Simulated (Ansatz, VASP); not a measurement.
**One calculation of Mg, two programs**

```
Mg
1.0
     0.00000    2.21494    2.21494
     2.21494    0.00000    2.21494
     2.21494    2.21494    0.00000
Mg
1
Direct
  0.00000 0.00000 0.00000
```

Alike in both runs: task single point; functional PBE; k mesh 16 × 16 × 16; occupations gaussian, width 0.1 eV; no spin polarisation.

|  | VASP | Ansatz |
| --- | --- | --- |
| version | VASP 6.6.1 | Ansatz 0.2.0 |
| potentials or method | VASP PAW PBE potentials, release 64 (Mg) | scalar-relativistic, plane waves, PAW |
| plane-wave cutoff (eV) | 520 | 420 |
| valence electrons in the cell | 2 | 10 |

|  | VASP | Ansatz | Ansatz less VASP |
| --- | --- | --- | --- |
| gap on the k mesh at the Fermi level (eV) | none | none | - |
| pressure (GPa) | 2.4 | 2.5 | +0.12 |

A gap of «none» marks a metal or a gap that the smearing closes. With one functional, cell and mesh, what is left measures potentials, basis and numerics. The two sets of potentials don't hold the same shells in valence.
